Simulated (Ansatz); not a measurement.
## Ideal shear of a crystal plane in SiC

Level of theory: Ansatz, DFT PBE, scalar-relativistic, plane waves, PAW. Cutoff 420 eV, Γ-centred 10×10×3 k-points, Gaussian smearing of 0.05 eV. No spin polarisation. Energies are free energies at this smearing, counted from the undisturbed cell; pressure is positive in compression.

Zero of the scan (relaxed at this level):

```
Si C
1.0
    -3.09177    0.00000    0.00000
     1.54588   -2.67755    0.00000
     0.00000    0.00000   10.14804
Si C
4 4
Direct
  0.66667 0.33333 0.90603
  0.66667 0.33333 0.40603
  0.33333 0.66667 0.15603
  0.33333 0.66667 0.65603
  0.66667 0.33333 0.09397
  0.66667 0.33333 0.59397
  0.33333 0.66667 0.34397
  0.33333 0.66667 0.84397
```

The cut lies on the cell's a–b face, a (0 0 1) plane (indices in the standard cell, whose axes needn't be the Cartesian ones shown) of area 8.28 Å², between layers 1.91 Å apart. Vector c is tilted by f times 1·a + 0·b (length 3.092 Å) with the atoms' Cartesian places fixed: one unrelaxed fault a cell. The traction is dγ/du, the slope of γ against the slip u in Å. Some rows repeat others by symmetry and weren't run.

| f | γ (mJ/m²) | traction (GPa) |
| --- | --- | --- |
| 0.0000 | 0 | 0.0 |
| 0.1000 | 270 | 17.4 |
| 0.2000 | 1060 | 33.0 |
| 0.3000 | 2229 | 40.7 |
| 0.4000 | 3406 | 31.9 |
| 0.5000 | 3952 | 0.0 |
| 0.6000 | 3406 | -31.9 |
| 0.7000 | 2229 | -40.7 |
| 0.8000 | 1060 | -33.0 |
| 0.9000 | 270 | -17.4 |

Read off the first barrier and the stress needed to climb it, and compare with Frenkel's sinusoid.

The first sampled maximum lies at f = 0.500, a slip of 1.55 Å, with γ ≈ 3952 mJ/m², which stands in for the unstable fault energy γ_us, and the steepest sampled slope before it is 40.7 GPa. A sinusoid γ = γ_us sin²(πu/λ) with its maximum there has λ = 3.09 Å and a largest slope πγ_us/λ = 40.2 GPa (1 mJ/m² per Å = 0.01 GPa). The stand-in is too high: the stress and forces give a traction of 14.2 GPa across the line at this point, so it is no saddle, and slip that bends off the line crosses lower.

Is there a metastable fault on this line?

Apart from points where γ returns to about zero, no local minimum shows among the samples, so at this sampling the line offers no fault for a dislocation to split on; a fault can still lie off the line.

The cut is rigid; relaxing the faces lowers these energies and usually the stresses.

Cost: 6 runs of about 1.2 core-minutes in all, on Intel Xeon 6975P-C (Granite Rapids) (shared hosts).